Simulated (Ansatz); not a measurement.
AlAs (zincblende) at its r2SCAN geometry, in Ansatz 0.2.0. The base run uses r2SCAN on a modest mesh; each further run changes one setting, sensibly or not. Doubtful ones may also carry a cap on iterations. All numbers are computed, and spin polarisation is off unless an edit sets a moment.

Base input:
```yaml
crystal:
  lattice:
    - [0.0, 2.8389246371, 2.8389246371]
    - [2.8389246371, 0.0, 2.8389246371]
    - [2.8389246371, 2.8389246371, 0.0]
  atoms:
    - { symbol: Al, position: [0.0, 0.0, 0.0] }
    - { symbol: As, position: [0.25, 0.25, 0.25] }
kpoints:
  mp_grid: { grid: [6, 6, 6] }
hamiltonian:
  xc: r2scan
scf:
  occupations: { method: fixed }
  n_extra_bands: 4
output:
  forces: true
  stress: true
  eigenvalues: true
```

Base results:
```
Basis set: ecut = 500 eV, 1211 PW (Γ)
Symmetry: 24 space group operations
Space group: F-43m (ITA 216)
k-points: 16 of 216 (time reversal used)
SCF converged after 6 iterations
Free energy (F): -5406.235125 eV
Fermi energy:    6.062056 eV
--- Stress (GPa, compression-positive) ---
        0.017332       0.000000       0.000000
        0.000000       0.017332       0.000000
        0.000000       0.000000       0.017332
  P = ⅓ Tr σ = 0.0173 GPa (0.173 kbar)
--- Band table (eV; the first three rows and the last of 16) ---
  k-point 0: bands = […, -28.8782, -28.8782, -6.2053, 6.0621, 6.0621, 6.0621, 8.6933, 10.7670, 10.7670, 10.7670]
  k-point 1: bands = […, -28.8782, -28.8782, -5.9276, 3.9952, 5.7958, 5.7958, 9.3876, 11.2188, 11.2188, 11.7546]
  k-point 2: bands = […, -28.8781, -28.8781, -5.2266, 1.5241, 5.3845, 5.3845, 8.9126, 11.3602, 11.3602, 14.1696]
  k-point 15: bands = […, -28.8786, -28.8775, -4.1487, 0.8088, 3.0788, 3.3468, 9.6269, 10.6115, 13.7841, 14.4718]
```
The gap over this mesh is 1.812 eV.

Run as `ansatz run input.yaml --threads 4 --pin off --max-ram 3686MiB --backend cpu --events-out ev --progress --plain --runs-dir out`.

Task: Predict the outcome of this edit.
```yaml
accuracy: high
```

Result: Energy, stress and gap stay within 1 meV an atom, 0.1 GPa and 0.005 eV of the base. The result hardly depends on this setting here.

Task: What happens with this change?
```yaml
scf:
  max_iter: 68
basis:
  ecutrho_ratio: 1
```

Result: The free energy moves by -38 meV an atom, the mean stress by +1.01 GPa and the gap on the mesh by -0.016 eV (to 1.796). A density grid this coarse aliases the density, so the change is an error.
```
Warning: basis.ecutrho_ratio = 1 (ecutrho = 500 eV) is below the records' recommended 2000 eV
SCF converged after 6 iterations
Free energy (F): -5406.311160 eV
Fermi energy:    6.072508 eV
--- Stress (GPa, compression-positive) ---
        1.023258       0.000000       0.000000
        0.000000       1.023258       0.000000
        0.000000       0.000000       1.023258
  P = ⅓ Tr σ = 1.0233 GPa (10.233 kbar)
```

Task: The input is altered as follows. How does the run end?
```yaml
scf:
  max_iter: 91
basis:
  ecutwfc: 120
```

Result: 137 plane waves in place of 1211. The free energy moves by +30414 meV an atom, the mean stress by +8.37 GPa and the gap on the mesh by +0.197 eV (to 2.009). The basis is too small: these are errors of the cutoff.
Lines that differ from the base's log, and the results:
```
Warning: basis.ecutwfc = 120 eV is below the records' recommended 500 eV, and the density's cutoff is lower with it unless basis.ecutrho_ratio is high enough to keep the records' density cutoff: compare with a run at a higher cutoff
Basis set: ecut = 120 eV, 137 PW (Γ)
SCF converged after 8 iterations
Free energy (F): -5345.406242 eV
Fermi energy:    5.227019 eV
--- Stress (GPa, compression-positive) ---
        8.391236       0.000000       0.000000
        0.000000       8.391236       0.000000
        0.000000       0.000000       8.391236
  P = ⅓ Tr σ = 8.3912 GPa (83.912 kbar)
--- Band table (eV; the first three rows and the last of 16) ---
  k-point 0: bands = […, -40.8129, -40.8129, -7.2986, 5.2270, 5.2270, 5.2270, 7.2360, 11.7606, 11.7606, 11.7606]
  k-point 1: bands = […, -42.8117, -42.3442, -7.0705, 3.3273, 5.0485, 5.0485, 8.5301, 11.6504, 12.0628, 12.0628]
  k-point 2: bands = […, -42.0754, -42.0754, -6.5241, 1.1853, 4.7503, 4.7503, 8.5306, 12.0974, 12.0974, 13.2698]
  k-point 15: bands = […, -41.7855, -40.8766, -5.7668, 0.5841, 2.8824, 3.1877, 9.5768, 10.7339, 13.7883, 14.6717]
```

Task: Predict the outcome of this edit.
```yaml
scf:
  occupations: { method: methfessel_paxton, width: 0.001 }
```

Result: Energy, stress and gap stay within 1 meV an atom, 0.1 GPa and 0.005 eV of the base. The width is small against the gap, so it doesn't matter.

Task: The input is altered as follows. How does the run end?
```yaml
basis:
  ecutwfc: 750
```

Result: 2109 plane waves in place of 1211. Energy, stress and gap stay within 1 meV an atom, 0.1 GPa and 0.005 eV of the base. The base cutoff was converged to that degree.

Task: These lines are set or replaced. What follows?
```yaml
scf:
  occupations: { method: cold, width: 0.2 }
```

Result: Energy, stress and gap stay within 1 meV an atom, 0.1 GPa and 0.005 eV of the base.

The runs are scalar-relativistic, without spin-orbit coupling.
